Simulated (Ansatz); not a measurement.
# Cu under changes of volume

One of the cells (11.436 Å³/atom); the others are scaled copies at fixed shape and fractional positions:

```xyz
2
Lattice="2.5341 0.0000 0.0000 -1.2670 2.1946 0.0000 0.0000 0.0000 4.1126" Properties=species:S:1:pos:R:3 pbc="T T T"
Cu    1.2670    0.7315    3.0844
Cu    0.0000    1.4631    1.0281
```

This isn't the form of Cu at room conditions, which is fcc.

| Item | Value |
| --- | --- |
| Program | Ansatz 0.2.0 |
| Functional | PBEsol |
| Potentials or basis | Ansatz PAW |
| Cutoff | 420 eV (not typed: the program's choice for these potentials) |
| k mesh | 12 × 12 × 7 |
| Occupations | fermi-dirac, width 0.05 eV |
| Spin | no spin polarisation |

```tsv
volume (Å³/atom)	energy over the lowest point (meV/atom)	pressure (GPa)
10.749	16.95	10.1
10.978	5.76	5.8
11.207	0.32	2.0
11.436	0.00	-1.4
11.664	?	?
11.893	12.50	-7.1
12.122	24.35	-9.4
```

Task: What does the run at 11.664 Å³/atom give?

Result: Energy over the lowest point 4.23 meV/atom; pressure -4.4 GPa.

Worked out: A Birch-Murnaghan fit of order 3 (a polynomial in V^(-2/3)) to the other rows has its minimum at 11.34 Å³/atom with B0 = V·E''(V) = 166 GPa and B' = 4.9 at fixed shape and positions, which overstates the stiffness. It gives 4.22 meV/atom at 11.664 Å³/atom, against the run's 4.23, and -dE/dV = -4.4 GPa, against -4.4.

Energies are extrapolated to zero smearing.

Caveats: the PAW data sets come from PBE, with cores solved anew for the run's functional, which leaves a small shift of forces and pressure.
